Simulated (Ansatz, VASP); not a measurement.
# One calculation of SiO2, two programs

```
Si O
1.0
    -2.37405    2.37405    3.74400
     2.37405   -2.37405    3.74400
     2.37405    2.37405   -3.74400
Si O
2 4
Direct
  0.00000 0.00000 0.00000
  0.75000 0.25000 0.50000
  0.99838 0.62500 0.87338
  0.37500 0.24838 0.37338
  0.75162 0.12500 0.12662
  0.87500 0.00162 0.62662
```

Alike in both runs: task electric field gradients; functional PBE; k mesh 7 × 7 × 7; occupations fermi-dirac, width 0.03 eV; no spin polarisation.

|  | VASP | Ansatz |
| --- | --- | --- |
| version | VASP 6.6.1 | Ansatz 0.2.0 |
| potentials or method | VASP PAW PBE potentials, release 64 (Si, O), cutoff 520 eV | all-electron PAW with datasets made for the crystal, scalar-relativistic |

|  | VASP | Ansatz | Ansatz less VASP |
| --- | --- | --- | --- |
| gap on the k mesh at the Fermi level (eV) | 6.04 | 6.05 | +0.009 |
| pressure (GPa) | 3.7 | 3.5 | -0.18 |
| largest component of the traceless stress (GPa) | 1.25 | 1.31 | +0.062 |
| rms of the force components (eV/Å) | 0.063 | 0.062 | -0.0011 |
| Vzz of the field gradient on the site that differs most (V/Å²) | 85.5 | 86.9 | +1.41 |

Atom by atom the forces differ by 0.001 eV/Å (rms over components). Ansatz ran all-electron here, so the differences hold the error of VASP's frozen core and of both bases.

Caveats: an odd mesh through Γ misses points on the zone boundary, where band edges often lie.
